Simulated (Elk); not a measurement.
An Elk run on Eu with settings drawn from a wide range, so not all are converged; totals and levels move with the basis, and no second program has checked them. The calculation used Elk 11.2.3 with local patches, DFT, AM05, all-electron APW+lo, Dirac cores, scalar-relativistic bands. Elk's input is in atomic units.

Command: `OMP_NUM_THREADS=1 elk` The run took 0.02 s on 1 thread of Arm Neoverse V1, on a shared host, peak memory 0.04 GiB.

```
tasks
  0
  110
  115
  15

xctype
  30

rgkmax
  8.5

gmaxvr
  18

lmaxapw
  6

lmaxo
  6

lmaxi
  4

nrmtscf
  1.5

nempty
  12

epspot
  1e-06

epsengy
  0.0001

maxscl
  60

swidth
  0.004

stype
  3

lradstp
  4

mixtype
  1

hmaxvr
  6

reducebf
  0.5

spinpol
  .true.

tforce
  .false.

lorbcnd
  .true.

autolinengy
  .true.

sppath
  './'

avec
  0.00000000000 5.27101816543 5.27101816543
  5.27101816543 0.00000000000 5.27101816543
  5.27101816543 5.27101816543 0.00000000000

atoms
  1
  'Eu.in'
  1
  0.000000000000 0.000000000000 0.000000000000   0.000 0.000 -2.000

ngridk
  10 10 10
```

Muffin-tin radii in the species files: Eu 2.66 bohr.

Structure from Materials Project entry mp-623532 (possibly hypothetical), not relaxed further.

Question: What does the run give?

Answer: It refused before any iteration.
```
Error(init0): requested spin-polarised run with spin-unpolarised
 exchange-correlation functional
```
